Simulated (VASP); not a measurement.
A run of VASP 6.6.1 is set up as follows.

INCAR

```
SYSTEM = Sr
PREC = Accurate ; ENCUT = 520
EDIFF = 1E-6 ; ISMEAR = -1
SIGMA = 0.05 ; LREAL = .False.
LASPH = .True. ; NELM = 60
ALGO = Normal ; ISIF = 2
LWAVE = .False. ; LCHARG = .False.
LDIPOL = .True. ; IDIPOL = 3
DIPOL = 0.5 0.5 0.500 ; GGA = PS
IVDW = 13 ; IBRION = 2
NSW = 40 ; EDIFFG = -0.02
```

Contents of KPOINTS:

```
Automatic mesh
0
Gamma
  7 7 1
  0 0 0
```

The input POSCAR:

```
Sr
1.0
    4.3100002206      0.0000000000      0.0000000000
   -2.1550001103      3.7325696815      0.0000000000
    0.0000000000      0.0000000000     22.0500000000
Sr
3
Selective dynamics
Direct
    0.3333333333      0.6666666666      0.3401360544  F F F
    0.6666666667      0.3333333334      0.5000000000  T T T
    0.3333333333      0.6666666666      0.6598639456  T T T
```

Potentials or basis: VASP PAW PBE potentials, release 64 (Sr_sv).

Run with:

```console
$ cat potpaw_PBE.64/Sr_sv/POTCAR > POTCAR
$ mpirun -np 1 vasp_std > vasp.out
```

(1) What does it give for the energy gained by relaxing?

(2) Estimate the band gap on the k mesh.

## Answers

(1) 11.7 meV/atom.

(2) 0.08 eV, direct.
